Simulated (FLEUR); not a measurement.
CsPbCl3 under changes of volume

One of the cells (35.217 Å³/atom); the others are scaled copies at fixed shape and fractional positions:

```
CELL_PARAMETERS angstrom
5.60500 0.00000 0.00000
0.00000 5.60500 0.00000
0.00000 0.00000 5.60500
ATOMIC_POSITIONS crystal
Pb 0.50000 0.50000 0.50000
Cs 0.00000 0.00000 0.00000
Cl 0.50000 0.00000 0.50000
Cl 0.00000 0.50000 0.50000
Cl 0.50000 0.50000 0.00000
```

- Program: FLEUR MaX-R8.1 (later development tree)
- Functional: PBEsol
- Potentials or basis: all-electron
- Basis: FLAPW
- Kmax: 4.8 1/bohr
- k mesh: 5 × 5 × 5
- Occupations: fermi-dirac, width 0.05 eV
- Spin: no spin polarisation

```csv
volume (Å³/atom),energy over the lowest point (meV/atom),gap on the mesh (eV)
33.104,13.45,2.71
33.809,6.24,2.76
34.513,1.85,2.81
35.217,0.00,2.86
35.922,0.40,2.90
36.626,?,?
37.330,7.03,2.98
```

Q: What does the run at 36.626 Å³/atom give?

A: Energy over the lowest point 2.82 meV/atom; gap on the mesh 2.94 eV.

Worked out: A Birch-Murnaghan fit of order 3 (a polynomial in V^(-2/3)) to the other rows has its minimum at 35.44 Å³/atom with B0 = V·E''(V) = 25 GPa and B' = 4.7. It gives 2.81 meV/atom at 36.626 Å³/atom, against the run's 2.82. A straight line through the other rows of the gap, of slope 2.26 eV per unit of ln V (its deformation potential), gives 2.94 eV, against the run's 2.94.

Energies are extrapolated to zero smearing.

Caveats: spin-orbit coupling is left out, which as a rule narrows the gap of such compounds by several tenths of an eV; an odd mesh through Γ misses points on the zone boundary, where band edges often lie.
